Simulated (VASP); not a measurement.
# InSe (C2/m) in VASP: single point with RPBE

Aim: the single point of InSe with RPBE.

All numbers are computed with VASP 6.6.1; they aren't measurements. Logs are shortened: lines on timing, memory, paths and dates and some standing lists are left out, and cuts for length are marked.

## 1. Starting point

The structure is monoclinic, space group C2/m (No. 12). Conventional cell: a = 11.653 Å, b = 4.109 Å, c = 5.073 Å, α = 90.00°, β = 109.86°, γ = 90.00°. In (site symmetry m) has 3 Se at 2.68 to 2.69 Å and 1 In at 2.80 Å as nearest neighbours. Around Se (site symmetry m) lie 3 In at 2.68 to 2.69 Å.

The cell comes from a database or a generator and needn't be the stable form of this composition.

## 2. Single point, RPBE

Input file INCAR:

```
PREC = Accurate
ENCUT = 520
EDIFF = 1E-7
ISMEAR = 0
SIGMA = 0.1
LREAL = False
LASPH = True
NELM = 100
ALGO = Fast
ISIF = 2
LWAVE = False
LCHARG = True
GGA = RP
LELF = True
LVHAR = True
NBANDS = 27
```

Input file KPOINTS:

```
regular mesh
0
Gamma
  6 6 4
```

Input file POSCAR:

```
InSe
1.0
    5.8263928800     -2.0546489600      0.0000000000
    5.8263928800      2.0546489600      0.0000000000
   -1.7232330100      0.0000000000      4.7713478600
In Se
2 2
Direct
    0.1117967500      0.1117967500      0.9531586400
    0.8882032500      0.8882032500      0.0468413600
    0.3390724100      0.3390724100      0.3310443800
    0.6609275900      0.6609275900      0.6689556200
```

Potentials or basis: VASP PAW PBE potentials, release 64 (In_d, Se).

Run with:

```
> cat potpaw_PBE.64/In_d/POTCAR potpaw_PBE.64/Se/POTCAR > POTCAR
> mpirun -np 1 vasp_std > vasp.out
```

OUTCAR:

```text
PREC = Accurate
   ENCUT = 520
   EDIFF = 1E-7
   ISMEAR = 0
   LREAL = False
   LASPH = True
   NELM = 100
   ISIF = 2
   GGA = RP

 ion  position               nearest neighbor table
   1  0.112  0.112  0.953-   4 2.68   4 2.68   3 2.69   2 2.80   2 3.71   2 3.71
   2  0.888  0.888  0.047-   3 2.68   3 2.68   4 2.69   1 2.80   1 3.71   1 3.71
   3  0.339  0.339  0.331-   2 2.68   2 2.68   1 2.69
   4  0.661  0.661  0.669-   1 2.68   1 2.68   2 2.69

  LATTYP: Found a base centered monoclinic cell.
 ALAT       =    11.6527857600
 B/A-ratio  =     0.3526451103
 C/A-ratio  =     0.4353462338
 COS(beta)  =    -0.3396874108

  Lattice vectors:

 A1 = (   5.8263928800,  -2.0546489600,   0.0000000000)
 A2 = (   5.8263928800,   2.0546489600,   0.0000000000)
 A3 = (  -1.7232330100,   0.0000000000,   4.7713478600)

Analysis of symmetry for initial positions (statically):
=====================================================================
 Subroutine PRICEL returns:
 Original cell was already a primitive cell.

 Routine SETGRP: Setting up the symmetry group for a
 base centered monoclinic supercell.

 Subroutine GETGRP returns: Found  4 space group operations
 (whereof  4 operations were pure point group operations)
 out of a pool of  4 trial point group operations.

The static configuration has the point symmetry C_2h.

Analysis of symmetry for dynamics (positions and initial velocities):
=====================================================================
 Subroutine PRICEL returns:
 Original cell was already a primitive cell.

 Routine SETGRP: Setting up the symmetry group for a
 base centered monoclinic supercell.

 Subroutine GETGRP returns: Found  4 space group operations
 (whereof  4 operations were pure point group operations)
 out of a pool of  4 trial point group operations.

The dynamic configuration has the point symmetry C_2h.

 Subroutine INISYM returns: Found  4 space group operations
 (whereof  4 operations are pure point group operations),
 and found     1 'primitive' translations

----------------------------------------------------------------------------------------

                                     Primitive cell

  volume of cell :     114.2374

  direct lattice vectors                    reciprocal lattice vectors
     5.826392880 -2.054648960  0.000000000     0.085816389 -0.243350572  0.030993681
     5.826392880  2.054648960  0.000000000     0.085816389  0.243350572  0.030993681
    -1.723233010  0.000000000  4.771347860     0.000000000  0.000000000  0.209584384

  length of vectors
     6.178060888  6.178060888  5.072996393     0.259893366  0.259893366  0.209584384

  position of ions in fractional coordinates (direct lattice)
     0.111796750  0.111796750  0.953158640
     0.888203250  0.888203250  0.046841360
     0.339072410  0.339072410  0.331044380
     0.660927590  0.660927590  0.668955620

  ion indices of the primitive-cell ions
   primitive index   ion index
                 1           1
                 2           2
                 3           3
                 4           4

----------------------------------------------------------------------------------------

 KPOINTS: regular mesh

Automatic generation of k-mesh.
 Grid dimensions read from file:
 generate k-points for:    6    6    4

 Generating k-lattice:

  Cartesian coordinates                     Fractional coordinates (reciprocal lattice)
     0.014302732 -0.040558429  0.005165614     0.166666667  0.000000000  0.000000000
     0.014302732  0.040558429  0.005165614     0.000000000  0.166666667  0.000000000
     0.000000000  0.000000000  0.052396096     0.000000000  0.000000000  0.250000000

  Length of vectors
     0.043315561  0.043315561  0.052396096

  Shift w.r.t. Gamma in fractional coordinates (k-lattice)
     0.000000000  0.000000000  0.000000000

 Subroutine IBZKPT returns following result:
 ===========================================

 Found     47 irreducible k-points:

 Following reciprocal coordinates:
            Coordinates               Weight
  0.000000  0.000000  0.000000      1.000000
  0.166667  0.000000 -0.000000      4.000000
  0.333333 -0.000000 -0.000000      4.000000
  0.500000  0.000000 -0.000000      2.000000
  0.166667  0.166667 -0.000000      2.000000
  0.333333  0.166667 -0.000000      4.000000
[... 16 lines left out ...]
 -0.333333  0.166667  0.250000      4.000000
 -0.166667  0.166667  0.250000      4.000000
 [... further k-points ...]
   k-points           NKPTS =     47   k-points in BZ     NKDIM =     47   number of bands    NBANDS=     27
   number of dos      NEDOS =    301   number of ions     NIONS =      4
   total plane-waves  NPLWV =  92160
   dimension x,y,z NGX =    48 NGY =   48 NGZ =   40
   dimension x,y,z NGXF=    96 NGYF=   96 NGZF=   80
   ions per type =               2   2
   NGX,Y,Z   is equivalent  to a cutoff of  12.92, 12.92, 13.11 a.u.
   NGXF,Y,Z  is equivalent  to a cutoff of  25.83, 25.83, 26.22 a.u.
 SYSTEM =  unknown system
   PREC   = accura    normal or accurate (medium, high low for compatibility)
   ISTART =      0    job   : 0-new  1-cont  2-samecut
   ICHARG =      2    charge: 1-file 2-atom 10-const
   ISPIN  =      1    spin polarized calculation?
   LNONCOLLINEAR =      F non collinear calculations
   LSORBIT =      F    spin-orbit coupling
   LASPH  =      T    aspherical Exc in radial PAW
   ENCUT  =  520.0 eV  38.22 Ry    6.18 a.u.  11.49 11.49  9.43*2*pi/ulx,y,z
   NELM   =    100;   NELMIN=  2; NELMDL= -5     # of ELM steps
   EDIFF  = 0.1E-06   stopping-criterion for ELM
   LREAL  =      F    real-space projection
   EDIFFG = 0.1E-05   stopping-criterion for IOM
   NSW    =      0    number of steps for IOM
   IBRION =     -1    ionic relax: 0-MD 1-quasi-New 2-CG
   NFREE  =      0    steps in history (QN), initial steepest desc. (CG)
   ISIF   =      2    stress and relaxation
   ISYM   =      2    0-nonsym 1-usesym 2-fastsym
   POTIM  = 0.5000    time-step for ionic-motion
   TEBEG  =    0.0;   TEEND  =   0.0 temperature during run
   PSTRESS=    0.0 pullay stress
   NELECT =      38.0000    total number of electrons
   NUPDOWN=      -1.0000    fix difference up-down
   EMIN   =  10.00;   EMAX   =-10.00  energy-range for DOS
   EFERMI =   0.00;   METHOD = LEGACY
   ISMEAR =     0;   SIGMA  =   0.10  broadening in eV -4-tet -1-fermi 0-gaus
   EFERMI_NEDOS =   21; number of points for ismear=-14 and -15
   IALGO  =     68    algorithm
   IMIX   =      4    mixing-type and parameters
     AMIX     =   0.40;   BMIX     =  1.00
     AMIX_MAG =   1.60;   BMIX_MAG =  1.00
  volume/ion in A,a.u.               =      28.56       192.73
  Fermi-wavevector in a.u.,A,eV,Ry     =   1.134314  2.143542 17.506177  1.286668
  Thomas-Fermi vector in A             =   2.271018
   LORBIT       =      0    0 simple, 1 ext, 2 COOP (PROOUT), +10 PAW based schemes
   GGA     = RP    functional components
   LHFCALC =     F    Hartree Fock is set to
   AEXX    =    0.0000 exact exchange contribution
   IVDW    =     0    specifies the selected vdW correction
   LEPSILON=     F    determine dielectric tensor
   LRPA    =     F    only Hartree local field effects (RPA)
 non-spin polarized calculation
 RMM-DIIS sequential band-by-band and
 Gauss-broadening in eV      SIGMA  =   0.10
  energy-cutoff  :      520.00
  volume of cell :      114.24
 maximum number of plane-waves:      3098
 NGX is ok and might be reduce to    48
   NGX = 23   NGY = 23   NGZ = 19

 number of electron      38.0000006 magnetization

 Free energy of the ion-electron system (eV)
  ---------------------------------------------------
  ext. energy  EPLUGINS =         0.00000000
  ---------------------------------------------------
  free energy    TOTEN  =       -12.70091064 eV

  energy without entropy =      -12.70091064  energy(sigma->0) =      -12.70091064

 E-fermi :   4.4471     XC(G=0):  -8.9008

 val. band max:        4.0343463435   @ k =  -0.3333  -0.3333   0.2500
 cond. band min:       5.2646581608   @ k =   0.0000   0.0000   0.5000
 fundamental gap:      1.2303118173
 Fermi energy:         4.4470806674

 k-point     1 :       0.0000    0.0000    0.0000
  band No.  band energies     occupation
      1     -10.4745      2.00000
      2     -10.3701      2.00000
      3     -10.1896      2.00000
      4     -10.1642      2.00000
      5     -10.1268      2.00000
      6     -10.1244      2.00000
[... 19 lines left out ...]
     26      10.8399      0.00000
     27      12.4075      0.00000

 k-point     2 :       0.1667    0.0000   -0.0000
  band No.  band energies     occupation
      1     -10.4686      2.00000
      2     -10.3670      2.00000
      3     -10.2665      2.00000
      4     -10.1503      2.00000
      5     -10.1433      2.00000
      6     -10.1089      2.00000
[... 19 lines left out ...]
     26      10.7062      0.00000
     27      12.6324      0.00000

 k-point     3 :       0.3333   -0.0000   -0.0000
  band No.  band energies     occupation
      1     -10.4682      2.00000
      2     -10.3763      2.00000
      3     -10.3357      2.00000
      4     -10.1856      2.00000
      5     -10.1241      2.00000
      6     -10.1165      2.00000
[... 19 lines left out ...]
     26      11.4515      0.00000
     27      12.1684      0.00000

 k-point     4 :       0.5000    0.0000   -0.0000
  band No.  band energies     occupation
      1     -10.4814      2.00000
      2     -10.3901      2.00000
      3     -10.3338      2.00000
      4     -10.2059      2.00000
      5     -10.1291      2.00000
      6     -10.1174      2.00000
[... 19 lines left out ...]
     26      10.8873      0.00000
     27      12.6279      0.00000
[... 516 lines left out ...]
      4     -10.2076      2.00000
      5     -10.1460      2.00000
      6     -10.1100      2.00000
[... 19 lines left out ...]
     26      10.6813      0.00000
     27      11.9202      0.00000

 k-point    23 :      -0.3333    0.1667    0.2500
  band No.  band energies     occupation
      1     -10.4697      2.00000
      2     -10.4241      2.00000
      3     -10.3471      2.00000
      4     -10.1920      2.00000
      5     -10.1297      2.00000
      6     -10.1065      2.00000
[... 19 lines left out ...]
     26      11.1940      0.00000
     27      12.5291      0.00000

 k-point    24 :      -0.1667    0.1667    0.2500
  band No.  band energies     occupation
      1     -10.4697      2.00000
      2     -10.3956      2.00000
      3     -10.3475      2.00000
      4     -10.1739      2.00000
      5     -10.1183      2.00000
      6     -10.0998      2.00000
[... 19 lines left out ...]
     26      11.6246      0.00000
     27      12.2329      0.00000

 [... further k-points ...]

------------------------ aborting loop because EDIFF is reached ----------------------------------------

  FORCE on cell =-STRESS in cart. coord.  units (eV):
  Direction    XX          YY          ZZ          XY          YZ          ZX
  --------------------------------------------------------------------------------------
  -------------------------------------------------------------------------------------
  Total        2.4060643      2.3919137      2.2805522      0.0000000      0.0000000      0.0295092
  in kB       33.7449919     33.5465303     31.9846881      0.0000000      0.0000000      0.4138663
  external PRESSURE =      33.0920701 kB  Pullay stress =       0.0000000 kB

 VOLUME and BASIS-vectors are now :
 -----------------------------------------------------------------------------
  energy-cutoff  :      520.00
  volume of cell :      114.24
      direct lattice vectors                 reciprocal lattice vectors
     5.826392880 -2.054648960  0.000000000     0.085816389 -0.243350572  0.030993681
     5.826392880  2.054648960  0.000000000     0.085816389  0.243350572  0.030993681
    -1.723233010  0.000000000  4.771347860     0.000000000  0.000000000  0.209584384

 POSITION                                       TOTAL-FORCE (eV/Angst)
 -----------------------------------------------------------------------------------
     -0.33977      0.00000      4.54785        -0.093469      0.000000      0.040456
     10.26932      0.00000      0.22350         0.093469      0.000000     -0.040456
      3.38067      0.00000      1.57953        -0.016993      0.000000      0.318989
      6.54888      0.00000      3.19182         0.016993      0.000000     -0.318989
 -----------------------------------------------------------------------------------
    total drift:                               -0.000000     -0.000000      0.000000

  FREE ENERGIE OF THE ION-ELECTRON SYSTEM (eV)
  ---------------------------------------------------
  free  energy   TOTEN  =       -12.7009106420 eV

  energy  without entropy=      -12.7009106420  energy(sigma->0) =      -12.70091064
```

Wall time 4.1 min (1 thread of Intel Xeon Platinum 8259CL at 2.50GHz (Skylake/Cascade Lake), shared host); peak memory 0.36 GiB.

Results:

| Quantity | Value |
| --- | --- |
| Free energy | -12.7009 eV |
| Pressure | 3.3 GPa |
| Largest force | 0.319 eV/Å |
| Band gap on the k mesh | 1.23 eV, indirect (least direct gap 1.46 eV) |

Forces in eV/Å, atoms in the order of the input:
```
In  -0.093  0.000  0.040
In   0.093  0.000 -0.040
Se  -0.017  0.000  0.319
Se   0.017  0.000 -0.319
```

Levels at points of the mesh, in eV from the valence-band top:
```tsv
k point	band 15	band 16	band 17	band 18	band 19	band 20	band 21	band 22	band 23	band 24
(0.00, 0.00, 0.00)	-3.62	-2.16	-1.94	-1.30	-1.11	2.77	3.10	3.78	4.92	5.63
(0.50, 0.00, 0.00)	-2.40	-2.13	-1.76	-1.50	-1.14	1.78	2.55	3.79	3.87	4.54
(0.50, 0.50, 0.00)	-2.32	-2.29	-1.16	-0.68	-0.02	1.61	2.79	3.53	4.10	5.69
(0.00, 0.00, 0.50)	-2.13	-1.74	-1.38	-1.04	-0.36	1.23	2.21	3.71	4.00	6.41
(0.50, 0.00, 0.50)	-3.24	-2.87	-2.09	-2.03	-1.26	2.55	3.54	3.78	4.84	6.26
(0.50, 0.50, 0.50)	-2.25	-1.65	-1.27	-0.69	-0.43	2.26	3.15	3.55	4.81	5.73
```

Caveat: the PAW data sets were made with another functional, which shifts forces and pressure a little; spin-orbit coupling is left out, which moves the levels of the heavy elements. A k mesh can miss the band edges.
